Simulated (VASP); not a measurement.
C in VASP 6.6.1, single-point calculation

INCAR

```
IBRION = -1
NELM = 73
SIGMA = 0.05
LASPH = .TRUE.
PREC = Accurate
GGA = PE
LREAL = .FALSE.
ISIF = 2
ISMEAR = -4
NSW = 0
NBANDS = 11
LWAVE = .FALSE.
ENCUT = 520
EDIFF = 1E-7
LCHARG = .FALSE.
```

KPOINTS

```
KPOINTS created by Atomic Simulation Environment
0
Gamma
10 10 10
0 0 0
```

POSCAR

```
C
 1.0000000000000000
     0.0234000000000000    1.7927999999999999    1.8003000000000000
     1.8047000000000000    0.0305000000000000    1.7932999999999999
     1.8012999999999999    1.7823000000000000    0.0339000000000000
 C
   2
Cartesian
  1.9105987199999999  3.4833661199999999  1.8442839599999998
  0.8870098900000000  0.8325943900000000  0.8966790699999999
```

The recommended PBE PAW datasets give the neutral cell 8 valence electrons.

Command

```
mpirun -np 1 vasp_std
```

OSZICAR

```
N       E                     dE             d eps       ncg     rms          rms(c)
DAV:   1     0.285919779320E+00    0.28592E+00   -0.45897E+03 11572   0.695E+02
DAV:   2    -0.182404549633E+02   -0.18526E+02   -0.17990E+02 14403   0.123E+02
DAV:   3    -0.186010883117E+02   -0.36063E+00   -0.35965E+00 12926   0.131E+01
DAV:   4    -0.186016996725E+02   -0.61136E-03   -0.61135E-03 11903   0.662E-01
DAV:   5    -0.186017003740E+02   -0.70149E-06   -0.70148E-06 12665   0.213E-02    0.560E+00
DAV:   6    -0.181129626738E+02    0.48874E+00   -0.25691E-01 11361   0.359E+00    0.334E+00
DAV:   7    -0.179489604239E+02    0.16400E+00   -0.31343E-01 11905   0.401E+00    0.771E-01
DAV:   8    -0.179507683426E+02   -0.18079E-02   -0.87707E-03 11783   0.706E-01    0.434E-02
DAV:   9    -0.179508061527E+02   -0.37810E-04   -0.56989E-05 13223   0.613E-02    0.247E-02
DAV:  10    -0.179508273747E+02   -0.21222E-04   -0.15365E-05 11918   0.346E-02    0.510E-03
DAV:  11    -0.179508274473E+02   -0.72550E-07   -0.35096E-07 13549   0.537E-03
   1 F= -.17950827E+02 E0= -.17950827E+02  d E =0.000000E+00
```

From OUTCAR

```
k-points           NKPTS =    504   k-points in BZ     NKDIM =    504   number of bands    NBANDS=     11

   NELECT =       8.0000    total number of electrons

   dimension x,y,z NGX =    20 NGY =   20 NGZ =   20
   dimension x,y,z NGXF=    40 NGYF=   40 NGZF=   40

  energy-cutoff  :      520.00
  volume of cell :       11.30
      direct lattice vectors                 reciprocal lattice vectors
     0.023400000  1.792800000  1.800300000    -0.282793756  0.280486146  0.279821036
     1.804700000  0.030500000  1.793300000     0.278610405 -0.286946714  0.282129971
     1.801300000  1.782300000  0.033900000     0.279691987  0.283844645 -0.286297546

 k-points in reciprocal lattice and weights: KPOINTS created by Atomic Simulation Env
   0.00000000  0.00000000  0.00000000       0.001
   0.10000000 -0.00000000  0.00000000       0.002
   0.20000000 -0.00000000  0.00000000       0.002
   0.30000000  0.00000000 -0.00000000       0.002
   0.40000000 -0.00000000  0.00000000       0.002
   0.50000000  0.00000000  0.00000000       0.001
   0.00000000  0.10000000 -0.00000000       0.002
   0.10000000  0.10000000 -0.00000000       0.002
   ...

 E-fermi :  11.6777

 k-point     1 :       0.0000    0.0000    0.0000
  band No.  band energies     occupation
      1     -11.7521      2.00000
      2       8.2090      2.00000
      3       9.7130      2.00000
      4      11.6178      2.00000
      5      14.1942      0.00000
      6      15.3862      0.00000
      7      16.5665      0.00000
      8      23.0990      0.00000
      9      29.0941      0.00000
     10      36.1218      0.00000
     11      36.5172      0.00000

 k-point     2 :       0.1000   -0.0000    0.0000
  band No.  band energies     occupation
      1     -11.4747      2.00000
      2       7.1129      2.00000
      3       8.9756      2.00000
      4      10.8365      2.00000
      5      15.0041      0.00000
      6      16.0732      0.00000
      7      17.2473      0.00000
      8      23.4039      0.00000
      9      29.4630      0.00000
     10      33.3808      0.00000
     11      33.8430      0.00000

 k-point     3 :       0.2000   -0.0000    0.0000
  band No.  band energies     occupation
      1     -10.6469      2.00000
      2       4.3652      2.00000
      3       7.8811      2.00000
      4       9.6668      2.00000
      5      16.2049      0.00000
      6      17.4261      0.00000
      7      18.2885      0.00000
      8      24.2298      0.00000
      9      29.9641      0.00000
     10      31.5585      0.00000
     11      32.5319      0.00000

 k-point     4 :       0.3000    0.0000   -0.0000
  band No.  band energies     occupation
      1      -9.2847      2.00000
      2       1.1416      2.00000
      3       7.0031      2.00000
      4       8.7468      2.00000
      5      16.9404      0.00000
      6      18.3099      0.00000
      7      19.1832      0.00000
      8      25.2157      0.00000
      9      30.0691      0.00000
     10      31.2930      0.00000
     11      33.0682      0.00000

 k-point     5 :       0.4000   -0.0000    0.0000
  band No.  band energies     occupation
      1      -7.4382      2.00000
      2      -1.9496      2.00000
      3       6.4497      2.00000
      4       8.1824      2.00000
      5      17.1680      0.00000
      6      18.6151      0.00000
      7      19.6683      0.00000
      8      25.8833      0.00000
      9      30.2954      0.00000
     10      32.5713      0.00000
     11      34.9246      0.00000

 ...

  Total       -0.0290616      0.8863933      0.6308798     -0.5667126     -0.6136655     -0.6723088
  in kB       -4.1210436    125.6937354     89.4610074    -80.3618696    -87.0199547    -95.3357876
  external PRESSURE =      70.3445664 kB  Pullay stress =       0.0000000 kB

 POSITION                                       TOTAL-FORCE (eV/Angst)
 -----------------------------------------------------------------------------------
      1.91060      3.48337      1.84428        -3.740722      0.778725     -0.355132
      0.88701      0.83259      0.89668         3.740722     -0.778725      0.355132
 -----------------------------------------------------------------------------------
    total drift:                                0.000002      0.000000     -0.000002

  FREE ENERGIE OF THE ION-ELECTRON SYSTEM (eV)
  ---------------------------------------------------
  free  energy   TOTEN  =       -17.9508274473 eV

  energy  without entropy=      -17.9508274473  energy(sigma->0) =      -17.95082745
```

It converged. Results: gap between bands v and c on the k mesh 2.01 eV; least direct gap on the k mesh 2.58 eV; pressure 7.0 GPa; largest force 3.84 eV/Å. Band v is the last that the valence electrons fill when counted band by band, and c is the next.

For comparison, a separate PBE run of the intended cell, on usual settings and not on those above, gives a gap of 2.01 eV on its mesh and a pressure of 7.0 GPa.

The run above took about 42 s on one core of a shared host (Intel Xeon Platinum 8488C) and held 0.16 GiB at most.
